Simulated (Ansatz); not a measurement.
**HfN (PbO type): equation of state**

An exercise on one series of results from a longer session: the logs are not shown, and one member is left open.

Method: DFT PBE, scalar-relativistic, plane waves, PAW, in Ansatz 0.2.0.

### The structure to begin with

The structure is tetragonal, space group P4/nmm (No. 129). Conventional cell: a = 3.857 Å, b = 3.857 Å, c = 4.818 Å, α = 90.00°, β = 90.00°, γ = 90.00°. Hf (site symmetry 4mm) has 4 N at 2.11 Å in its first shell of neighbours. N (site symmetry -4m2) has 4 Hf at 2.11 Å in its first shell of neighbours.

Structure file:

```
Hf N
1.0
     3.85671    0.00000    0.00000
     0.00000    3.85671    0.00000
     0.00000    0.00000    4.81847
Hf N
2 2
Direct
  0.50000 0.00000 0.17687
  0.00000 0.50000 0.82313
  0.00000 0.00000 0.00000
  0.50000 0.50000 0.00000
```

An earlier run at PBE left this cell at 17.918 Å³/atom and 0.01 GPa (10×10×8 mesh).

Volume factors to run: 0.980, 1.020, 0.960, 1.040, 1.070, 1.100, 0.945.

The first run:

Input file input.yaml:

```yaml
crystal:
  lattice:
    - [3.8308210237, 0.0, 0.0]
    - [0.0, 3.8308210237, 0.0]
    - [0.0, 0.0, 4.7861321717]
  atoms:
    - { symbol: Hf, position: [0.5, 0.0, 0.1768716561] }
    - { symbol: Hf, position: [0.0, 0.5, 0.8231283439] }
    - { symbol: "N", position: [0.0, 0.0, 0.0] }
    - { symbol: "N", position: [0.5, 0.5, 0.0] }
basis:
  ecutwfc: 420
  ecutrho_ratio: 4
kpoints:
  mp_grid: { grid: [10, 10, 8] }
hamiltonian:
  xc: pbe
scf:
  occupations: { method: gaussian, width: 0.05 }
output:
  forces: true
  stress: true
  eigenvalues: true
relax:
  f_tol: 0.01
  max_steps: 40
  cell: { stress_tol: 0.1, fix: [volume] }
```

Launch:

```sh
> ansatz run input.yaml --threads 2 --pin off --max-ram 2662MiB --backend cpu --events-out ev --progress --plain --runs-dir out
```

Among the steps run: Volume × 0.980; Volume × 1.020; Scaling the volume by 0.960; At 1.040 of the relaxed volume; Volume × 1.070; Volume × 1.100; Scaling the volume by 0.945.

One table of the session follows, with a row left open; its other results are not shown here.

It belongs to the step «Energy and pressure against volume». 

```
volume (Å³/atom)  energy (meV/atom)  pressure (GPa)
          16.932              11.62            3.78
          17.201               6.14            2.73
          17.559               1.52            1.38
          17.918               0.00            0.01
          18.276               1.30           -1.21
          18.634                  ?               ?
          19.172              14.95           -3.64
          19.709              29.03           -4.81
```

**Question.** Estimate the row for volume (Å³/atom) = 18.634.

Worked estimate for «energy (meV/atom)». A straight line through the neighbours (18.276, 1.30) and (19.172, 14.95) gives 1.30 + (14.95 − 1.30) × (18.634 − 18.276) / (19.172 − 18.276) = 6.75; a parabola fitted to 4 rows on both sides gives 5.23.

The run gave: energy (meV/atom): 5.13; pressure (GPa): -2.27. In «energy (meV/atom)» the line misses by +1.62 and the parabola by +0.10.
